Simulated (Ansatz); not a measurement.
Consider the formal exchange of groups at the Al–C bond: `C[CH2][AlH][OH]` + `C=CC(=C)F` → `C=[C](F)[AlH][OH]` + `C=CCC`.

Program: Ansatz. Geometries: PBE0-D4/def2-TZVP. ΔE: electronic, gas phase. CCSD(T)/CBS adds triple-zeta CCSD(T) − MP2 to the extrapolated MP2 energy (def2 sets, frozen cores). DFT in def2-TZVPP. Each species was taken in one conformer, which may not be the lowest.

```
             level  ΔE (kJ/mol)
          BHLYP-D4         10.9
           ωB97X-V          8.6
          PBE-QIDH         14.1
              PBE0         16.4
             BHLYP         10.6
     HF/def2-QZVPP          3.2
SCS-MP2/def2-QZVPP          8.2
    CCSD/CBS(def2)          7.7
```

Problem. What does CCSD(T)/CBS give? (Best estimate.)

Solution. The calculation gave: +9.4 kJ/mol. The listed levels differ from it by 1.5, -0.8, 4.7, 7.0, 1.2, -6.2, -1.2, -1.7 kJ/mol.

Largest T1 diagnostic among the species: 0.013.

In def2-TZVPP, CCSD(T) changes the Hartree–Fock value by +6.5 kJ/mol (the triples alone add +1.7 kJ/mol) and MP2 by +8.8 kJ/mol. Leaving LDA and LC-ωPBE aside and taking each functional with its dispersion term where it has one, the values, not all of them listed here, spread over 10.5 kJ/mol, from ωB97X-V to r2SCAN-D4. LDA lies +7.1 kJ/mol from PBE without D4.

CCSD(T)/CBS has its own doubt, a few kJ/mol and more with outer-core shells, so smaller differences from it don't rank the levels.
